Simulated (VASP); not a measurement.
## Results of a VASP single-point calculation on ZnS (rocksalt)

POSCAR

```
Zn S
 1.0000000000000000
    -0.0000000000000000    2.5310225612670805    2.5310225612670805
     2.5310225612670805   -0.0000000000000000    2.5310225612670805
     2.5310225612670805    2.5310225612670805   -0.0000000000000000
 Zn  S
   1   1
Cartesian
  0.0000000000000000  0.0000000000000000 -0.0000000000000000
  2.5310225612670805  2.5310225612670805  2.5310225612670805
```

The gap between bands v and c is -0.52 eV (bands overlap: a metal). The least direct gap is 2.09 eV.

Band v is the last that the valence electrons fill when counted band by band, and c is the next. Levels in eV from the top of v:

```csv
point,v−1,v,c,c+1
Γ,-0.63,-0.63,1.74,8.98
X,-2.62,-2.62,-0.52,5.27
W,-4.08,-3.76,3.42,6.64
K,-4.44,-1.80,1.62,6.84
L,-0.11,-0.11,3.69,5.39
```

Which of these levels of theory gave these results?
A. PBE
B. LDA
C. HSE06
D. PBE with spin–orbit coupling
E. PBEsol
F. PBE0
G. r²SCAN

B.

The INCAR was:

```
ISIF = 2
PREC = Accurate
LCHARG = .FALSE.
LREAL = .FALSE.
ENCUT = 520
EDIFF = 1E-7
SIGMA = 0.02
IBRION = -1
NSW = 0
LWAVE = .FALSE.
ISMEAR = -1
NELM = 120
LASPH = .TRUE.
NBANDS = 16
GGA = CA
```
